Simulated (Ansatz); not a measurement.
Crystal: MoS2.

```xyz
6
Lattice="3.1690 0.0000 0.0000 -1.5845 2.7444 0.0000 0.0000 0.0000 12.3240" Properties=species:S:1:pos:R:3 pbc="T T T"
Mo    1.5845    0.9148    9.2430
Mo    0.0000    1.8296    3.0810
S     1.5845    0.9148    4.6461
S     0.0000    1.8296   10.8081
S     1.5845    0.9148    1.5159
S     0.0000    1.8296    7.6779
```

| Item | Value |
| --- | --- |
| Program | Ansatz 0.2.0 |
| Task | relaxation of cell and atoms |
| Functional | PBEsol |
| Dispersion | D4 |
| Potentials or basis | Ansatz PAW |
| Cutoff | 420 eV (not typed: the program's choice for these potentials) |
| k mesh | 10 × 10 × 3 |
| Occupations | fermi-dirac, width 0.05 eV |
| Spin | no spin polarisation |

At the start: volume 17.86 Å³/atom.

Task: How do energy, volume and symmetry change on relaxing?

Result: It ends after 6 steps and the volume is 16.78 Å³/atom (-6.0 %); space group P6_3/mmc (No. 194, to 0.05 Å).

The path:
```
step  energy change (eV)  largest force (eV/Å)  volume (Å³)
   1              0.0000                0.3082       107.18
   2             -0.0719                0.1440       101.89
   3             -0.0759                0.0357       100.22
   4             -0.0763                0.0224       100.77
   5             -0.0764                0.0005       100.71
   6             -0.0759                0.0004       100.71
```

Final structure:
```
CELL_PARAMETERS angstrom
3.12255 0.00000 0.00000
-1.56127 2.70421 0.00000
0.00000 0.00000 11.92623
ATOMIC_POSITIONS crystal
Mo 0.66667 0.33333 0.75000
Mo 0.33333 0.66667 0.25000
S 0.66667 0.33333 0.38091
S 0.33333 0.66667 0.88091
S 0.66667 0.33333 0.11909
S 0.33333 0.66667 0.61909
```

Caveat: the plane-wave basis is chosen anew once the cell has moved, so the energies of steps on either side of that aren't comparable; the PAW data sets come from PBE, with cores solved anew for the run's functional, which leaves a small shift of forces and pressure.
